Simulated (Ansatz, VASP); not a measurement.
Pd: VASP beside Ansatz

```xyz
1
Lattice="0.0000 1.9216 1.9216 1.9216 0.0000 1.9216 1.9216 1.9216 0.0000" Properties=species:S:1:pos:R:3 pbc="T T T"
Pd    0.0000    0.0000    0.0000
```

Alike in both runs: functional LDA; k mesh 18 × 18 × 18; occupations fermi-dirac, width 0.15 eV; no spin polarisation.

Ansatz relaxed the structure, and its values are those at the end. VASP's run is a single point on that final structure, the one shown.

|  | VASP | Ansatz |
| --- | --- | --- |
| version | VASP 6.6.1 | Ansatz 0.2.0 |
| potentials or method | VASP PAW LDA potentials, release 64 (Pd) | scalar-relativistic, plane waves, PAW |
| plane-wave cutoff (eV) | 520 | 420 |
| valence electrons in the cell | 10 | 18 |

|  | VASP | Ansatz | Ansatz less VASP |
| --- | --- | --- | --- |
| gap on the k mesh at the Fermi level (eV) | none | none | - |
| pressure (GPa) | 0.3 | 0.0 | -0.33 |

A gap of «none» marks a metal or a gap that the smearing closes. The two sets of potentials don't hold the same shells in valence. Ansatz warned: «pseudo_functional_mismatch».
